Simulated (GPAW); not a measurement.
# Sb (P-1) in GPAW: relaxation of cell and atoms with OLYP+D3

Aim: the relaxation of cell and atoms of Sb with OLYP+D3.

Everything below comes from runs of GPAW 26.7.0. Logs are shortened: lines on timing, memory, paths and dates and some standing lists are left out, and cuts for length are marked. The log counts tension as positive stress, the text compression.

### Step 1. The cell of the first run

The typed cell holds 1 atom: a = 3.137 Å, b = 3.163 Å, c = 3.489 Å, α = 115.70°, β = 116.59°, γ = 90.75°.

This isn't the form of Sb at room conditions, which is rhombohedral.

### Step 2. Relaxation of cell and atoms, OLYP+D3 (cell sheared at random, sigma 0.01, atoms nudged by 0.01 Å)

The input, run.py:

```python
from ase.calculators.mixing import SumCalculator
from ase.filters import FrechetCellFilter
from ase.io import read, write
from ase.optimize import BFGS
from dftd3.ase import DFTD3
from gpaw import GPAW, PW, setup_paths

setup_paths.insert(0, '.')

atoms = read('Sb.cif')

calc = GPAW(mode=PW(600),
            xc='GGA_X_OPTX+GGA_C_LYP',
            kpts={'size': (6, 6, 6), 'gamma': True},
            occupations={'name': 'fermi-dirac', 'width': 0.05},
            nbands=15,
            convergence={'density': 1e-05, 'energy': 1e-05},
            eigensolver='davidson',
            maxiter=150,
            txt='gpaw.txt')
atoms.calc = SumCalculator([calc, DFTD3(method='olyp', damping='d3zero')])
opt = BFGS(FrechetCellFilter(atoms), trajectory='relax.traj', logfile='-')
done = opt.run(fmax=0.02, steps=60)
calc.write('gs.gpw')
write('result.traj', atoms)
print('Converged:', done)
print('Cell:', atoms.cell.cellpar().round(4))
print('Volume:', round(atoms.get_volume(), 4))
print(atoms.get_scaled_positions().round(5))
```

The input, Sb.cif:

```cif
data_Sb
_cell_length_a 3.13680216
_cell_length_b 3.16282202
_cell_length_c 3.48936284
_cell_angle_alpha 115.70085895
_cell_angle_beta 116.58567479
_cell_angle_gamma 90.74870845
_space_group_name_H-M_alt 'P-1'
_space_group_name_Hall '-P 1'
_space_group_IT_number 2
loop_
_space_group_symop_operation_xyz
'x,y,z'
'-x,-y,-z'
loop_
_atom_site_label
_atom_site_type_symbol
_atom_site_symmetry_multiplicity
_atom_site_Wyckoff_symbol
_atom_site_fract_x
_atom_site_fract_y
_atom_site_fract_z
_atom_site_occupancy
Sb1 Sb 1 a 0.0000000000 0.0000000000 0.0000000000 1
```

Potentials or basis: PAW data sets generated in the run's folder for this functional, pw.

Started as:

```sh
gpaw-setup -f GGA_X_OPTX+GGA_C_LYP Sb
OMP_NUM_THREADS=1 python run.py
```

gpaw.txt:

```text
__  _  _
 | _ |_)|_||  |
 |__||  | ||/\| - 26.7.0

Input parameters:
  mode=PW(ecut=600.0),
  convergence={'density': 1e-05, 'energy': 1e-05},
  eigensolver=Davidson(niter=2),
  kpts=MonkhorstPack(size=(6, 6, 6), gamma=True),
  maxiter=150,
  nbands=15,
  occupations=Occupations(name='fermi-dirac', width=0.05),
  xc=XC(name='GGA_X_OPTX+GGA_C_LYP')

Diagonalizing LCAO Hamiltonian
Converting LCAO to pw mode

       Sb

Atoms  # Å, Bohr magnetons
|   | symbol |        x |        y |        z |    initial magnetic moments |
|---|--------|----------|----------|----------|-----------------------------|
| 0 |     Sb | 0.000000 | 0.000000 | 0.000000 | ( 0.0000,  0.0000,  0.0000) |

Unit cell  # Å
| periodic |         x |         y |        z |  lengths |     angles |
|----------|-----------|-----------|----------|----------|------------|
|      yes |  3.136802 |  0.000000 | 0.000000 | 3.136802 | 115.700859 |
|      yes | -0.041329 |  3.162552 | 0.000000 | 3.162822 | 116.585675 |
|      yes | -1.561614 | -1.533778 | 2.717451 | 3.489363 |  90.748708 |

Number of symmetries: 2
Symmetry operations  # r_c * U_cc + t_c -> r_c
|   | kind |            matrix            |
|---|------|------------------------------|
| 0 |  E   |  1, 0, 0,  0, 1, 0,  0, 0, 1 |
| 1 |  i   | -1, 0, 0,  0,-1, 0,  0, 0,-1 |
[... 108 lines left out ...]
SCF iterations
|iter     | |      energy | eigst |  dens |
|---------|-|-------------|-------|-------|
|iter:   1| |   -3.371397 | +0.21 |       |
|iter:   2| |   -3.384639 | -1.07 | -1.75 |
|iter:   3| |   -3.381634 | -2.30 | -1.77 |
|iter:   4| |   -3.381772 | -3.98 | -2.31 |
|iter:   5| |   -3.381859 | -4.72 | -2.78 |
|iter:   6| |   -3.381867c| -5.90 | -3.55 |
|iter:   7| |   -3.381868c| -6.77 | -4.09 |
|iter:   8| |   -3.381868c| -7.52c| -4.69 |
|iter:   9| |   -3.381868c| -8.59c| -5.53c|
[... 38 lines left out ...]
No gap
No difference between direct/indirect transitions

Stress tensor  # eV/Ang^3
|         x |         y |        z |
|-----------|-----------|----------|
| -0.013476 | -0.000474 | 0.001667 |
| -0.000474 | -0.005852 | 0.000865 |
|  0.001667 |  0.000865 | 0.014485 |

Forces  # eV/Ang
|       x |       y |       z |
|---------|---------|---------|
| 0.00000 | 0.00000 | 0.00000 |  # Sb   0

Interpolating wave functions to new cell

       Sb

Atoms  # Å, Bohr magnetons
|   | symbol |         x |         y |         z |    initial magnetic moments |
|---|--------|-----------|-----------|-----------|-----------------------------|
| 0 |     Sb | -0.000000 | -0.000000 | -0.000000 | ( 0.0000,  0.0000,  0.0000) |

Unit cell  # Å
| periodic |         x |         y |         z |  lengths |     angles |
|----------|-----------|-----------|-----------|----------|------------|
|      yes |  3.129333 |  0.000912 | -0.002090 | 3.129334 | 115.784888 |
|      yes | -0.040311 |  3.146741 | -0.000652 | 3.146999 | 116.795218 |
|      yes | -1.560151 | -1.527153 |  2.691747 | 3.465800 |  90.717248 |
[... 165 lines left out ...]
No gap
No difference between direct/indirect transitions

Stress tensor  # eV/Ang^3
|         x |         y |        z |
|-----------|-----------|----------|
| -0.018418 |  0.000169 | 0.001782 |
|  0.000169 | -0.012750 | 0.000608 |
|  0.001782 |  0.000608 | 0.006868 |

Forces  # eV/Ang
|       x |       y |       z |
|---------|---------|---------|
| 0.00000 | 0.00000 | 0.00000 |  # Sb   0

Interpolating wave functions to new cell

       Sb

Atoms  # Å, Bohr magnetons
|   | symbol |         x |         y |         z |    initial magnetic moments |
|---|--------|-----------|-----------|-----------|-----------------------------|
| 0 |     Sb | -0.000000 | -0.000000 | -0.000000 | ( 0.0000,  0.0000,  0.0000) |

Unit cell  # Å
| periodic |         x |         y |         z |  lengths |     angles |
|----------|-----------|-----------|-----------|----------|------------|
|      yes |  3.120204 |  0.001377 | -0.009401 | 3.120218 | 115.983225 |
|      yes | -0.039727 |  3.117251 | -0.001512 | 3.117504 | 117.404068 |
|      yes | -1.562175 | -1.513905 |  2.629547 | 3.412743 |  90.704786 |
[... 586 lines left out ...]
       Sb

Atoms  # Å, Bohr magnetons
|   | symbol |        x |         y |         z |    initial magnetic moments |
|---|--------|----------|-----------|-----------|-----------------------------|
| 0 |     Sb | 0.000000 | -0.000000 | -0.000000 | ( 0.0000,  0.0000,  0.0000) |

Unit cell  # Å
| periodic |         x |         y |         z |  lengths |     angles |
|----------|-----------|-----------|-----------|----------|------------|
|      yes |  3.236730 | -0.113560 | -0.110320 | 3.240600 | 113.512860 |
|      yes | -0.159599 |  3.239115 |  0.058631 | 3.243574 | 120.175381 |
|      yes | -1.650936 | -1.464885 |  2.518817 | 3.349017 |  94.861994 |
[... 115 lines left out ...]
SCF iterations
|iter     | |      energy | eigst |  dens |
|---------|-|-------------|-------|-------|
|iter:   1| |   -3.269422 |       |       |
|iter:   2| |   -3.621998 | +0.51 | -1.20 |
|iter:   3| |-35003744.779771 |+11.55 | -1.20 |
|iter:   4| |    6.992349 | +2.61 | +2.54 |
|iter:   5| |   -3.170912 | +1.09 | -0.97 |
|iter:   6| |   -3.363931 | +0.16 | -1.94 |
|iter:   7| |   -3.397012 | -0.76 | -2.03 |
|iter:   8| |   -3.400333 | -1.75 | -2.18 |
|iter:   9| |   -3.401009 | -2.55 | -3.00 |
|iter:  10| |   -3.401020 | -3.34 | -2.90 |
|iter:  11| |   -3.401018c| -4.06 | -3.23 |
|iter:  12| |   -3.401019c| -4.73 | -3.65 |
|iter:  13| |   -3.401020c| -5.66 | -4.50 |
|iter:  14| |   -3.401020c| -6.75 | -4.71 |
|iter:  15| |   -3.401020c| -7.79c| -5.26c|
[... 183 lines left out ...]
SCF iterations
|iter     | |      energy | eigst |  dens |
|---------|-|-------------|-------|-------|
|iter:   1| |   -3.343431 |       |       |
|iter:   2| |   -3.450531 | -0.04 | -1.49 |
|iter:   3| |-6417642.382982 |+10.19 | -1.48 |
|iter:   4| |   12.212191 | +2.76 | +1.94 |
|iter:   5| |   -3.162074 | +1.16 | -1.04 |
|iter:   6| |   -3.364093 | +0.10 | -1.87 |
|iter:   7| |   -3.387800 | -0.69 | -1.95 |
|iter:   8| |   -3.390593 | -1.73 | -2.07 |
|iter:   9| |   -3.391335 | -2.59 | -2.68 |
|iter:  10| |   -3.391279 | -3.70 | -2.80 |
|iter:  11| |   -3.391247c| -4.51 | -3.14 |
|iter:  12| |   -3.391249c| -5.42 | -3.97 |
|iter:  13| |   -3.391249c| -6.23 | -4.10 |
|iter:  14| |   -3.391249c| -6.89 | -4.17 |
|iter:  15| |   -3.391249c| -7.51c| -4.83 |
|iter:  16| |   -3.391249c| -8.42c| -5.70c|
[... 55 lines left out ...]
       Sb

Atoms  # Å, Bohr magnetons
|   | symbol |        x |         y |         z |    initial magnetic moments |
|---|--------|----------|-----------|-----------|-----------------------------|
| 0 |     Sb | 0.000000 | -0.000000 | -0.000000 | ( 0.0000,  0.0000,  0.0000) |

Unit cell  # Å
| periodic |         x |         y |         z |  lengths |     angles |
|----------|-----------|-----------|-----------|----------|------------|
|      yes |  3.270458 | -0.166631 | -0.137409 | 3.277582 | 112.500409 |
|      yes | -0.215776 |  3.273875 |  0.086469 | 3.282118 | 120.994033 |
|      yes | -1.662781 | -1.431942 |  2.436496 | 3.278995 |  96.743027 |
[... 115 lines left out ...]
SCF iterations
|iter     | |      energy | eigst |  dens |
|---------|-|-------------|-------|-------|
|iter:   1| |   -3.405567 |       |       |
|iter:   2| |   -3.420996 | -0.92 | -1.81 |
|iter:   3| |-3102297.457284 |+10.56 | -1.80 |
|iter:   4| |    8.027500 | +2.66 | +1.56 |
|iter:   5| |   -3.236773 | +0.99 | -1.26 |
|iter:   6| |   -3.387287 | -0.10 | -2.14 |
|iter:   7| |   -3.402343 | -1.29 | -2.27 |
|iter:   8| |   -3.403562 | -2.21 | -2.51 |
|iter:   9| |   -3.403825 | -3.14 | -2.69 |
|iter:  10| |   -3.403857 | -4.06 | -3.33 |
|iter:  11| |   -3.403857c| -5.04 | -3.67 |
|iter:  12| |   -3.403857c| -6.06 | -4.40 |
|iter:  13| |   -3.403857c| -7.00 | -4.39 |
|iter:  14| |   -3.403857c| -7.86c| -4.60 |
|iter:  15| |   -3.403857c| -8.57c| -5.20c|
[... 55 lines left out ...]
       Sb

Atoms  # Å, Bohr magnetons
|   | symbol |        x |         y |         z |    initial magnetic moments |
|---|--------|----------|-----------|-----------|-----------------------------|
| 0 |     Sb | 0.000000 | -0.000000 | -0.000000 | ( 0.0000,  0.0000,  0.0000) |

Unit cell  # Å
| periodic |         x |         y |         z |  lengths |     angles |
|----------|-----------|-----------|-----------|----------|------------|
|      yes |  3.169377 | -0.072798 | -0.051810 | 3.170636 | 114.286417 |
|      yes | -0.118886 |  3.167810 |  0.053556 | 3.170493 | 118.969090 |
|      yes | -1.583718 | -1.453013 |  2.482236 | 3.283429 |  93.479957 |
[... 188 lines left out ...]
       Sb

Atoms  # Å, Bohr magnetons
|   | symbol |        x |         y |         z |    initial magnetic moments |
|---|--------|----------|-----------|-----------|-----------------------------|
| 0 |     Sb | 0.000000 | -0.000000 | -0.000000 | ( 0.0000,  0.0000,  0.0000) |

Unit cell  # Å
| periodic |         x |         y |         z |  lengths |     angles |
|----------|-----------|-----------|-----------|----------|------------|
|      yes |  3.231485 | -0.130290 | -0.101310 | 3.235697 | 113.032178 |
|      yes | -0.178538 |  3.237013 |  0.078831 | 3.242891 | 120.093799 |
|      yes | -1.629604 | -1.437099 |  2.462657 | 3.284135 |  95.505314 |
[... 715 lines left out ...]
SCF iterations
|iter     | |      energy | eigst |  dens |
|---------|-|-------------|-------|-------|
|iter:   1| |   -3.466102 |       |       |
|iter:   2| |   -3.608895 | +0.11 | -1.43 |
|iter:   3| |-36735917.423809 |+11.96 | -1.42 |
|iter:   4| |   14.108871 | +2.88 | +2.44 |
|iter:   5| |   -3.169230 | +1.26 | -1.02 |
|iter:   6| |   -3.480751 | +0.25 | -1.90 |
|iter:   7| |   -3.515015 | -0.80 | -1.99 |
|iter:   8| |   -3.517398 | -1.98 | -2.11 |
|iter:   9| |   -3.517837 | -2.75 | -2.47 |
|iter:  10| |   -3.517973 | -3.21 | -2.64 |
|iter:  11| |   -3.518011 | -4.00 | -3.38 |
|iter:  12| |   -3.518022c| -4.95 | -3.63 |
|iter:  13| |   -3.518021c| -5.83 | -4.28 |
|iter:  14| |   -3.518022c| -6.39 | -4.87 |
|iter:  15| |   -3.518022c| -7.13 | -4.66 |
|iter:  16| |   -3.518022c| -8.02c| -5.32c|
[... 183 lines left out ...]
SCF iterations
|iter     | |      energy | eigst |  dens |
|---------|-|-------------|-------|-------|
|iter:   1| |   -3.187496 |       |       |
|iter:   2| |   -3.969816 | +0.86 | -1.06 |
|iter:   3| |-8481095.494809 |+11.07 | -1.05 |
|iter:   4| |   12.597563 | +2.75 | +2.14 |
|iter:   5| |   -3.253794 | +1.33 | -0.77 |
|iter:   6| |   -3.539709 | +0.20 | -1.67 |
|iter:   7| |   -3.567565 | -0.61 | -1.96 |
|iter:   8| |   -3.572956 | -1.76 | -2.20 |
|iter:   9| |   -3.573780 | -2.44 | -2.93 |
|iter:  10| |   -3.573997 | -3.16 | -3.28 |
|iter:  11| |   -3.574031 | -4.15 | -3.69 |
|iter:  12| |   -3.574036c| -5.20 | -4.21 |
|iter:  13| |   -3.574037c| -5.85 | -4.45 |
|iter:  14| |   -3.574037c| -6.91 | -4.53 |
|iter:  15| |   -3.574038c| -7.63c| -5.00c|
[... 2865 lines left out ...]
Forces  # eV/Ang
|       x |       y |       z |
|---------|---------|---------|
| 0.00000 | 0.00000 | 0.00000 |  # Sb   0

# Writing to gs.gpw (mode='')
```

It took 19 min on 1 thread of Arm Neoverse V1, shared host; peak memory 0.29 GiB.

What came out:

```yaml
Free_energy: -4.4327 eV
Relaxed_volume: 27.95 Å³/atom
Relaxed_cell: a = 4.291 Å, b = 4.292 Å, c = 3.037 Å, α = 90.08°, β = 135.05°, γ = 119.91°
Space_group_after_relaxing_to_0.05_Å: Pm-3m (No. 221)
Energy_gained_by_relaxing: 272.9 meV/atom
Ionic_steps: 28
Pressure_after_relaxing: 0.1 GPa
Band_gap_on_the_k_mesh: none (metal or under the smearing width)
Dispersion_energy_per_atom: -0.827 eV
```

The path:
| step | energy change (eV) | largest force (eV/Å) | pressure (GPa) | volume (Å³) |
| --- | --- | --- | --- | --- |
| 1 | 0.0000 | 0.0000 | -2.41 | 26.96 |
| 2 | -0.0077 | 0.0000 | -1.55 | 26.49 |
| 3 | -0.0150 | 0.0000 | 0.46 | 25.52 |
| 4 | -0.0159 | 0.0000 | 0.33 | 25.55 |
| 5 | 0.0265 | 0.0000 | -0.68 | 26.52 |
| 6 | -0.0270 | 0.0000 | -1.43 | 26.04 |
| 7 | -0.0214 | 0.0000 | -0.90 | 26.02 |
| 8 | -0.0393 | 0.0000 | -0.50 | 25.64 |
| 9 | -0.0107 | 0.0000 | 1.41 | 24.88 |
| 10 | -0.0387 | 0.0000 | -0.35 | 25.53 |
| 11 | 0.0272 | 0.0000 | 0.57 | 26.52 |
| 12 | -0.1142 | 0.0000 | -0.05 | 28.69 |
| 13 | -0.1733 | 0.0000 | -0.60 | 28.22 |
| 14 | -0.1949 | 0.0000 | -2.84 | 29.93 |
| 15 | -0.2403 | 0.0000 | -0.66 | 28.50 |
| 16 | -0.2521 | 0.0000 | -0.58 | 28.51 |
| 17 | -0.2576 | 0.0000 | -0.20 | 28.33 |
| 18 | -0.2626 | 0.0000 | 0.20 | 28.07 |
| 19 | -0.2687 | 0.0000 | 0.36 | 27.89 |
| 20 | -0.2691 | 0.0000 | 0.52 | 27.79 |
| 21 | -0.2717 | 0.0000 | 0.01 | 27.99 |
| 22 | -0.2719 | 0.0000 | -0.11 | 28.04 |
| 23 | -0.2722 | 0.0000 | -0.25 | 28.11 |
| 24 | -0.2725 | 0.0000 | -0.24 | 28.10 |
| 25 | -0.2727 | 0.0000 | -0.13 | 28.04 |
| 26 | -0.2728 | 0.0000 | -0.05 | 28.00 |
| 27 | -0.2728 | 0.0000 | 0.04 | 27.96 |
| 28 | -0.2729 | 0.0000 | 0.05 | 27.95 |

Final structure:
```yaml
crystal:
  lattice:
    - [4.11898, -1.03511, -0.61518]
    - [-1.11633, 4.10909, 0.54013]
    - [-2.15981, -0.84861, 1.95924]
  atoms:
    - { symbol: Sb, position: [0.00000, 0.00000, 0.00000] }
```

Levels at points of the mesh, in eV from the Fermi level:
| k point | band 5 | band 6 | band 7 | band 8 | band 9 | band 10 |
| --- | --- | --- | --- | --- | --- | --- |
| (0.00, 0.00, 0.00) | -29.92 | -13.17 | 3.12 | 3.14 | 3.17 | 6.82 |
| (0.00, 0.00, 0.50) | -29.83 | -4.40 | -2.09 | -2.08 | -2.05 | 4.50 |
| (0.00, 0.50, 0.00) | -29.91 | -10.50 | -6.29 | 5.33 | 5.38 | 9.32 |
| (0.00, 0.50, 0.50) | -29.83 | -7.64 | -4.15 | -4.12 | 1.78 | 7.67 |
| (0.50, 0.00, 0.00) | -29.83 | -7.64 | -4.14 | -4.12 | 1.78 | 7.66 |
| (0.50, 0.00, 0.50) | -29.91 | -10.51 | -6.29 | 5.34 | 5.38 | 9.32 |
| (0.50, 0.50, 0.00) | -29.91 | -10.49 | -6.30 | 5.35 | 5.37 | 9.32 |
| (0.50, 0.50, 0.50) | -29.83 | -7.66 | -4.15 | -4.13 | 1.78 | 7.69 |

Caveat: the k mesh is coarse (spacing up to 0.39 Å⁻¹), so the values aren't converged; later steps reuse the first step's grids; pairwise dispersion overbinds metals, which lowers pressure and volume.
